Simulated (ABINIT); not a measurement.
# BN (F-43m) in ABINIT: further runs

One crystal, BN, is run at these levels: WC, r2SCAN, PBEsol, LDA; tasks: band structure, equation of state.

All numbers are computed with ABINIT 10.8.3 (patched build); they aren't measurements. Logs are shortened: lines on timing, memory, paths and dates and some standing lists are left out, and cuts for length are marked. The log counts tension as positive stress, the text compression.

**The experiment to reproduce.**

A printed reference work, monograph reports, for a bulk crystal of BN at 300 K: band gap 6.4 eV (indirect).

From “Effect of nanostructuration on compressibility of cubic BN”, 2012, arxiv:1208.3664, for a bulk crystal of BN at 300 K: bulk modulus 395 ± 2 GPa.

How close the calculation comes is told below.

## (1) Starting point

Symmetry: F-43m, No. 216, cubic system. The conventional cell has a = 3.626 Å, b = 3.626 Å, c = 3.626 Å, α = 90.00°, β = 90.00°, γ = 90.00°. N (site symmetry -43m) is surrounded by 4 B at 1.57 Å. B (site symmetry -43m) is surrounded by 4 N at 1.57 Å.

The cell is a database's computed one.

## (2) Band structure, WC

The input, run.abi:

```
# Datasets: ground state, then fixed potential
ndtset 2

# Pseudopotentials
pp_dirpath "./"
pseudos "N.GGA_PBE-JTH.xml, B.GGA_PBE-JTH.xml"

# Structure
acell 3*1.0
rprim
     0.0000000000     3.4260753537     3.4260753537
     3.4260753537     0.0000000000     3.4260753537
     3.4260753537     3.4260753537     0.0000000000
ntypat 2
znucl 7 5
natom 2
typat 1 2
xcart
     1.7130376768     1.7130376768     1.7130376768
     0.0000000000     0.0000000000     0.0000000000

# Plane-wave basis
ecut 25.0
pawecutdg 47.0

# Exchange and correlation
ixc 23

# Bands and occupations
occopt 3
tsmear 0.00183747

# SCF cycle
nstep 100

# Output
iomode 3
prtwf 0
prteig 0
prtebands 0
prtden1 1

# Dataset 1
kptopt1 1
ngkpt1 13 13 13
nshiftk1 1
shiftk1 0.0 0.0 0.0
nband1 8
tolvrs1 1.0e-9

# Dataset 2: bands along G-X-W-K-G-L-U-W-L-K
iscf2 -2
getden2 1
nband2 12
nbdbuf2 2
tolwfr2 1.0e-12
kptopt2 -9
ndivsm2 5
prteig2 1
prtvol2 -3
kptbounds2
     0.0000000000     0.0000000000     0.0000000000
     0.5000000000     0.0000000000     0.5000000000
     0.5000000000     0.2500000000     0.7500000000
     0.3750000000     0.3750000000     0.7500000000
     0.0000000000     0.0000000000     0.0000000000
     0.5000000000     0.5000000000     0.5000000000
     0.6250000000     0.2500000000     0.6250000000
     0.5000000000     0.2500000000     0.7500000000
     0.5000000000     0.5000000000     0.5000000000
     0.3750000000     0.3750000000     0.7500000000
```

Potentials or basis: JTH PAW PBE v2.0.

The run is started by

```sh
$ abinit run.abi > log 2>&1
```

run.abo:

```text
.Version 10.8.3 of ABINIT
 DATASET    1 : space group F-4 3 m (#216); Bravais cF (face-center cubic)
================================================================================
 Values of the parameters that define the memory need for DATASET  1.
     intxc =       0    ionmov =       0      iscf =      17    lmnmax =       8
     lnmax =       4     mgfft =      24  mpssoang =       2    mqgrid =    3001
     natom =       2  nloc_mem =       2    nspden =       1   nspinor =       1
    nsppol =       1      nsym =      24    n1xccc =       1    ntypat =       2
    occopt =       3   xclevel =       2
       mpw =         503          nfft =       13824          nkpt =          84
 PAW method is used; the additional fine FFT grid is defined by:
   mgfftf=        30    nfftf =     27000
================================================================================
================================================================================

 DATASET    2 : space group F-4 3 m (#216); Bravais cF (face-center cubic)
================================================================================
 Values of the parameters that define the memory need for DATASET  2.
     intxc =       0    ionmov =       0      iscf =      -2    lmnmax =       8
     lnmax =       4     mgfft =      24  mpssoang =       2    mqgrid =    3001
     natom =       2  nloc_mem =       2    nspden =       1   nspinor =       1
    nsppol =       1      nsym =      24    n1xccc =       1    ntypat =       2
    occopt =       3   xclevel =       2
       mpw =         515          nfft =       13824          nkpt =          87
 PAW method is used; the additional fine FFT grid is defined by:
   mgfftf=        30    nfftf =     27000
================================================================================
================================================================================

--------------------------------------------------------------------------------
------------- Echo of variables that govern the present computation ------------
--------------------------------------------------------------------------------
 -outvars: echo values of preprocessed input variables --------
            acell      1.0000000000E+00  1.0000000000E+00  1.0000000000E+00 Bohr
              amu      1.40067400E+01  1.08110000E+01
             ecut      2.50000000E+01 Hartree
           getden1          0
           getden2          1
             iscf1         17
             iscf2         -2
              ixc          23
           jdtset        1    2
           kptopt1          1
           kptopt2         -9
         kptrlatt       13    0    0      0   13    0      0    0   13
          kptrlen1     6.29876290E+01
          kptrlen2     3.00000000E+01
            natom           2
            nband1          8
            nband2         12
           nbdbuf1          0
           nbdbuf2          2
           ndtset           2
           ndivsm1          0
           ndivsm2          5
            ngfft          24      24      24
          ngfftdg          30      30      30
             nkpt1         84
             nkpt2         87
            nstep         100
             nsym          24
           ntypat           2
           occopt           3
        pawecutdg      4.70000000E+01 Hartree
         pawxcdev           0
        prtebands           0
           prteig1          0
           prteig2          1
           prtvol1          0
           prtvol2         -3
            prtwf           0
            rprim      0.0000000000E+00  3.4260753537E+00  3.4260753537E+00
                       3.4260753537E+00  0.0000000000E+00  3.4260753537E+00
                       3.4260753537E+00  3.4260753537E+00  0.0000000000E+00
           shiftk1     0.00000000E+00  0.00000000E+00  0.00000000E+00
           shiftk2     5.00000000E-01  5.00000000E-01  5.00000000E-01
          spgroup         216
           tolvrs1     1.00000000E-09
           tolvrs2     0.00000000E+00
           tolwfr1     0.00000000E+00
           tolwfr2     1.00000000E-12
           tsmear      1.83747000E-03 Hartree
            typat      1  2
[... 254 lines left out ...]

 getcut: wavevector=  0.0000  0.0000  0.0000  ngfft=  30  30  30
         ecut(hartree)=     47.000   => boxcut(ratio)=   2.00853
--------------------------------------------------------------------------------

================================================================================
 Non-SCF case, kpt    1 (  0.00000  0.00000  0.00000), residuals and eigenvalues=
  5.70E-13  3.44E-13  8.27E-14  1.27E-13  5.01E-13  9.20E-14  3.79E-14  9.06E-13
  4.64E-13  9.16E-13  6.68E-09  8.27E-13
 -4.2841E-01  3.1127E-01  3.1127E-01  3.1127E-01  6.3220E-01  6.3220E-01
  6.3220E-01  6.8303E-01  1.2055E+00  1.3288E+00  1.3288E+00  1.3427E+00
 Non-SCF case, kpt    2 (  0.03571  0.00000  0.03571), residuals and eigenvalues=
  1.73E-13  2.47E-13  9.67E-13  9.71E-14  1.32E-13  7.07E-13  4.74E-13  4.26E-14
  1.30E-13  7.72E-13  5.42E-06  3.26E-13
 -4.2689E-01  3.0709E-01  3.0729E-01  3.0729E-01  6.2926E-01  6.3745E-01
  6.3745E-01  6.8819E-01  1.2018E+00  1.2658E+00  1.3309E+00  1.3468E+00
 Non-SCF case, kpt    3 (  0.07143  0.00000  0.07143), residuals and eigenvalues=
[... 410 lines left out ...]
  1.51E-13  6.43E-14  7.98E-13  1.05E-13  4.59E-13  5.12E-13  2.13E-13  9.38E-13
  5.87E-13  3.10E-13  3.41E-11  8.96E-08
 -2.3171E-01 -1.5781E-02  6.8070E-02  1.7895E-01  5.8729E-01  8.1875E-01
  8.4602E-01  8.8065E-01  9.9039E-01  1.2644E+00  1.2804E+00  1.5444E+00
 Non-SCF case, kpt   86 (  0.38889  0.38889  0.72222), residuals and eigenvalues=
  1.84E-13  8.69E-13  5.10E-14  5.23E-13  2.27E-13  2.07E-13  6.94E-14  4.13E-13
  2.07E-13  1.67E-13  2.85E-13  5.66E-08
 -2.2426E-01  2.3250E-03  4.1587E-02  1.6970E-01  5.7248E-01  8.0170E-01
  8.6928E-01  9.0260E-01  9.8213E-01  1.2789E+00  1.2800E+00  1.5812E+00
 Non-SCF case, kpt   87 (  0.37500  0.37500  0.75000), residuals and eigenvalues=
  5.67E-14  8.31E-13  2.06E-13  4.94E-13  1.26E-13  1.39E-13  5.69E-13  1.29E-13
  5.46E-13  5.10E-13  8.55E-13  9.14E-09
 -2.2018E-01  1.3712E-02  3.0099E-02  1.6227E-01  5.5983E-01  7.7769E-01
  8.8679E-01  9.1746E-01  9.8760E-01  1.2788E+00  1.3026E+00  1.5945E+00

--- !ResultsGS
iteration_state: {dtset: 2, }
comment   : Summary of ground state results
lattice_vectors:
- [  0.0000000,   3.4260754,   3.4260754, ]
- [  3.4260754,   0.0000000,   3.4260754, ]
- [  3.4260754,   3.4260754,   0.0000000, ]
lattice_lengths: [   4.84520,    4.84520,    4.84520, ]
lattice_angles: [ 60.000,  60.000,  60.000, ] # degrees, (23, 13, 12)
lattice_volume:   8.0430492E+01
convergence: {deltae:  0.000E+00, res2:  0.000E+00, residm:  9.922E-13, diffor:  0.000E+00, }
etotal    :  -1.29624102E+01
entropy   :   0.00000000E+00
fermie    :   3.57948392E-01
cartesian_stress_tensor: null
pressure_GPa: null
xred      :
- [  2.5000E-01,   2.5000E-01,   2.5000E-01,  N]
- [ -7.2970E-12,  -7.2970E-12,  -7.2970E-12,  B]
cartesian_forces: null
force_length_stats: {min: null, max: null, mean: null, }
...

 Integrated electronic density in atomic spheres:
 ------------------------------------------------
 Atom  Sphere_radius  Integrated_density
    1        1.20497          2.67723140
    2        1.70617          2.05052125

================================================================================

 ----iterations are completed or convergence reached----

 Mean square residual over all n,k,spin=   37.567E-14; max=  99.217E-14
 reduced coordinates (array xred) for    2 atoms
       0.249999999993      0.249999999993      0.249999999993
      -0.000000000007     -0.000000000007     -0.000000000007

 cartesian coordinates (angstrom) at end:
    1      0.90650049936580     0.90650049936580     0.90650049936580
    2     -0.00000000002646    -0.00000000002646    -0.00000000002646
 length scales=  1.000000000000  1.000000000000  1.000000000000 bohr
              =  0.529177210544  0.529177210544  0.529177210544 angstroms
 Eigenvalues (hartree) for nkpt=  87  k points:
 kpt#   1, nband= 12, wtk=  1.00000, kpt=  0.0000  0.0000  0.0000 (reduced coord)
  -0.42841    0.31127    0.31127    0.31127    0.63220    0.63220    0.63220    0.68303
   1.20554    1.32878    1.32878    1.34272
 kpt#   2, nband= 12, wtk=  1.00000, kpt=  0.0357  0.0000  0.0357 (reduced coord)
  -0.42689    0.30709    0.30729    0.30729    0.62926    0.63745    0.63745    0.68819
   1.20175    1.26576    1.33093    1.34676
 kpt#   3, nband= 12, wtk=  1.00000, kpt=  0.0714  0.0000  0.0714 (reduced coord)
  -0.42234    0.29504    0.29619    0.29619    0.62200    0.65229    0.65229    0.70122
   1.16299    1.23717    1.33732    1.35882
 kpt#   4, nband= 12, wtk=  1.00000, kpt=  0.1071  0.0000  0.1071 (reduced coord)
  -0.41480    0.27651    0.27998    0.27998    0.61226    0.67468    0.67468    0.71792
   1.09929    1.24373    1.34790    1.37876
 kpt#   5, nband= 12, wtk=  1.00000, kpt=  0.1429  0.0000  0.1429 (reduced coord)
  -0.40432    0.25313    0.26082    0.26082    0.60069    0.70235    0.70235    0.73391
   1.04160    1.25723    1.36276    1.40632
 kpt#   6, nband= 12, wtk=  1.00000, kpt=  0.1786  0.0000  0.1786 (reduced coord)
  -0.39101    0.22621    0.24050    0.24050    0.58746    0.73340    0.73340    0.74381
[... 230 lines left out ...]
  -0.24953   -0.04686    0.13191    0.20113    0.62261    0.78638    0.78998    0.87535
   1.03579    1.25923    1.27881    1.43771
 kpt#  84, nband= 12, wtk=  1.00000, kpt=  0.4167  0.4167  0.6667 (reduced coord)
  -0.24059   -0.03240    0.09909    0.18961    0.60411    0.81317    0.81881    0.87142
   1.00891    1.25838    1.27989    1.49260
 kpt#  85, nband= 12, wtk=  1.00000, kpt=  0.4028  0.4028  0.6944 (reduced coord)
  -0.23171   -0.01578    0.06807    0.17895    0.58729    0.81875    0.84602    0.88065
   0.99039    1.26439    1.28037    1.54437
 kpt#  86, nband= 12, wtk=  1.00000, kpt=  0.3889  0.3889  0.7222 (reduced coord)
  -0.22426    0.00233    0.04159    0.16970    0.57248    0.80170    0.86928    0.90260
   0.98213    1.27888    1.28000    1.58125
 kpt#  87, nband= 12, wtk=  1.00000, kpt=  0.3750  0.3750  0.7500 (reduced coord)
  -0.22018    0.01371    0.03010    0.16227    0.55983    0.77769    0.88679    0.91746
   0.98760    1.27882    1.30257    1.59450

== END DATASET(S) ==============================================================
================================================================================

 -outvars: echo values of variables after computation  --------
            acell      1.0000000000E+00  1.0000000000E+00  1.0000000000E+00 Bohr
           etotal1    -1.2962410245E+01
            fcart1    -0.0000000000E+00 -0.0000000000E+00 -0.0000000000E+00
                      -0.0000000000E+00 -0.0000000000E+00 -0.0000000000E+00
            rprim      0.0000000000E+00  3.4260753537E+00  3.4260753537E+00
                       3.4260753537E+00  0.0000000000E+00  3.4260753537E+00
                       3.4260753537E+00  3.4260753537E+00  0.0000000000E+00
           strten1     2.2083810764E-04  2.2083810764E-04  2.2083810764E-04
                       0.0000000000E+00  0.0000000000E+00  0.0000000000E+00
           xangst      9.0650049937E-01  9.0650049937E-01  9.0650049937E-01
                      -2.6458885566E-11 -2.6458797505E-11 -2.6458885566E-11
             xred      2.4999999999E-01  2.4999999999E-01  2.4999999999E-01
                      -7.2969616460E-12 -7.2970102183E-12 -7.2969616460E-12
 Calculation completed.
```

It took 27 s on 1 thread of Arm Neoverse N1, shared host; peak memory 0.12 GiB.

Results:

```yaml
Free_energy: -352.7252 eV
Band_gap_on_the_k_mesh: 4.40 eV, indirect (least direct gap 8.73 eV)
Valence_electrons_inside_the_program's_atomic_spheres: N 2.68; B 2.05
```

Levels at the corners of the path, in eV from the valence-band top:
```tsv
point	band 1	band 2	band 3	band 4	band 5	band 6	band 7	band 8	band 9
Γ	-20.13	0.00	0.00	0.00	8.73	8.73	8.73	10.12	24.33
X	-14.55	-8.89	-4.88	-4.88	4.32	9.06	17.73	17.73	20.45
W	-14.23	-7.55	-6.95	-6.50	9.43	13.16	14.30	14.49	19.04
K	-14.46	-8.10	-7.65	-4.05	6.76	12.69	15.66	16.50	18.40
Γ	-20.13	0.00	0.00	0.00	8.73	8.73	8.73	10.12	24.33
L	-15.91	-10.67	-1.93	-1.93	9.97	10.60	10.60	15.00	23.06
U	-14.46	-8.10	-7.65	-4.05	6.76	12.69	15.66	16.50	18.40
W	-14.23	-7.55	-6.95	-6.50	9.43	13.16	14.30	14.49	19.04
L	-15.91	-10.67	-1.93	-1.93	9.97	10.60	10.60	15.00	23.06
K	-14.46	-8.10	-7.65	-4.05	6.76	12.69	15.66	16.50	18.40
```

Caveat: the cutoff is too short for stress, so the log's stress isn't used; the PAW data sets were made with another functional, which shifts forces and pressure a little; an odd mesh through Γ misses points on the zone boundary, where band edges often lie.

## (3) Band structure, r2SCAN

The input, run.abi:

```
ndtset 2

pp_dirpath "./"
pseudos "N.LDA_PW-JTH.xml, B.LDA_PW-JTH.xml"

acell 2.5639706028 2.5639706028 2.5639706028 Angstrom
rprim
     0.0000000000     0.7071067812     0.7071067812
     0.7071067812     0.0000000000     0.7071067812
     0.7071067812     0.7071067812     0.0000000000
ntypat 2
znucl 7 5
natom 2
typat 1 2
xcart
     0.9065005000     0.9065005000     0.9065005000
     0.0000000000     0.0000000000     0.0000000000 Angstrom

ecut 30.0
pawecutdg 52.0

ixc -497498
usekden 1
pawxcdev 0

occopt 3
tsmear 0.05 eV

nstep 100

iomode 3
prtwf 0
prteig 0
prtebands 0
enunit 1
prtden1 1
prtkden1 1
prtvha1 1
prtvclmb1 1
prtpot1 1

kptopt1 1
ngkpt1 13 13 13
nshiftk1 1
shiftk1 0.0 0.0 0.0
nband1 8
tolvrs1 1.0e-7

iscf2 -2
getden2 1
getkden2 1
nband2 12
nbdbuf2 2
tolwfr2 1.0e-12
kptopt2 -9
ndivsm2 5
prteig2 1
kptbounds2
     0.0000000000     0.0000000000     0.0000000000
     0.5000000000     0.0000000000     0.5000000000
     0.5000000000     0.2500000000     0.7500000000
     0.3750000000     0.3750000000     0.7500000000
     0.0000000000     0.0000000000     0.0000000000
     0.5000000000     0.5000000000     0.5000000000
     0.6250000000     0.2500000000     0.6250000000
     0.5000000000     0.2500000000     0.7500000000
     0.5000000000     0.5000000000     0.5000000000
     0.3750000000     0.3750000000     0.7500000000
```

Potentials or basis: JTH PAW LDA v2.0.

The run is started by

```sh
$ abinit run.abi > log 2>&1
```

Run time: 1.7 min. Hardware: 1 thread of Arm Neoverse N1, shared host; peak memory 0.12 GiB.

Results (log left out):

| Property | Result |
| --- | --- |
| Free energy | -343.5301 eV |
| Pressure | -2.8 GPa |
| Band gap on the k mesh | 5.02 eV, indirect (least direct gap 9.45 eV) |
| Band gap along the path | 4.95 eV, indirect (least direct gap 9.45 eV) |
| Valence electrons inside the program's atomic spheres | N 2.72; B 2.03 |

Levels at the corners of the path, in eV from the valence-band top:
| point | band 2 | band 3 | band 4 | band 5 | band 6 | band 7 |
| --- | --- | --- | --- | --- | --- | --- |
| Γ | 0.00 | 0.00 | 0.00 | 9.45 | 9.45 | 9.45 |
| X | -9.28 | -5.05 | -5.05 | 4.95 | 9.71 | 19.07 |
| W | -7.95 | -7.14 | -6.62 | 10.28 | 14.10 | 15.33 |
| K | -8.48 | -7.83 | -4.19 | 7.45 | 13.54 | 16.81 |
| Γ | 0.00 | 0.00 | 0.00 | 9.45 | 9.45 | 9.45 |
| L | -11.01 | -2.00 | -2.00 | 10.60 | 11.39 | 11.39 |
| U | -8.48 | -7.83 | -4.19 | 7.45 | 13.54 | 16.81 |
| W | -7.95 | -7.14 | -6.62 | 10.28 | 14.10 | 15.33 |
| L | -11.01 | -2.00 | -2.00 | 10.60 | 11.39 | 11.39 |
| K | -8.48 | -7.83 | -4.19 | 7.45 | 13.54 | 16.81 |

Caveat: totals of a meta-GGA on PAW files have another zero than those of a GGA; the PAW data sets were made with another functional, which shifts forces and pressure a little.

(Continued in part 2 of 2.)
